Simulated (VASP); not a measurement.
A run of VASP 6.6.1 is set up as follows.

INCAR

```
PREC = Accurate
ENCUT = 520
EDIFF = 1E-7
ISMEAR = -1
SIGMA = 0.05
LREAL = False
LASPH = True
NELM = 100
ALGO = Normal
ISIF = 2
LWAVE = False
LCHARG = False
ISPIN = 2
MAGMOM = 7.5
LORBIT = 11
LMAXMIX = 6
GGA = PE
```

Contents of KPOINTS:

```
regular mesh
0
Gamma
  9 9 9
```

POSCAR

```
Tb
1.0
    0.0000000000      2.5199650902      2.5199650902
    2.5199650902      0.0000000000      2.5199650902
    2.5199650902      2.5199650902      0.0000000000
Tb
1
Direct
    0.0000000000      0.0000000000      0.0000000000
```

Potentials or basis: VASP PAW PBE potentials, release 64 (Tb).

Launch:

```bash
$ cat potpaw_PBE.64/Tb/POTCAR > POTCAR
$ mpirun -np 1 vasp_std > vasp.out
```

Problem. What does it give for the band gap on the k mesh?

Solution. None (metal or under the smearing width).

Problem. Estimate the site moments.

Solution. Tb +5.70 μB.

Problem. Predict the net moment.

Solution. 5.87 μB per cell.

Problem. What does it give for the pressure?

Solution. -0.1 GPa.

Caveat: the magnetic or orbital state may not be the lowest; spin-orbit coupling is left out, which moves the levels of the heavy elements. The state reached can hang on the start; a lower one may exist.
